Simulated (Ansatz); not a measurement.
Al2Cu: one atom moved over a plane

These are results of DFT PBEsol, scalar-relativistic, plane waves, PAW (Ansatz), not measurements. Cutoff 420 eV, Γ-centred 12×12×12 k-points, Gaussian smearing of 0.15 eV. No spin polarisation. Energies are free energies at this smearing, counted from the undisturbed cell; pressure is positive in compression.

Reference structure (relaxed at this level; with this scan's settings it stands at 0.1 GPa; it needn't be the usual structure):

```
CELL_PARAMETERS angstrom
-2.99655 2.99655 2.41392
2.99655 -2.99655 2.41392
2.99655 2.99655 -2.41392
ATOMIC_POSITIONS crystal
Al 0.15932 0.65932 0.81864
Al 0.65932 0.84068 0.50000
Al 0.84068 0.34068 0.18136
Al 0.34068 0.15932 0.50000
Cu 0.75000 0.75000 0.00000
Cu 0.25000 0.25000 0.00000
```

Atom 1 (Al) is moved by p along (1.000, 0.000, 0.000) and q along (0.000, 0.000, 1.000) (Å), all else fixed. Points are written (p, q).

Energy above the undisturbed cell in eV/cell (a dash: not computed):

```
 p \ q  -0.200  -0.100  0.000  0.100  0.200
-0.200       ?    0.13      ?   0.13      ?
-0.100    0.11       –      –      –   0.11
 0.000    0.09       –   0.00      –   0.09
 0.200    0.24       –   0.12      –   0.24
```

Q: Fill in the withheld energies.

A: (-0.200, -0.200): 0.19; (-0.200, 0.000): 0.11; (-0.200, 0.200): 0.19.

Cost: 8 runs of about 24 core-minutes in all, on Arm Neoverse V1 (shared hosts).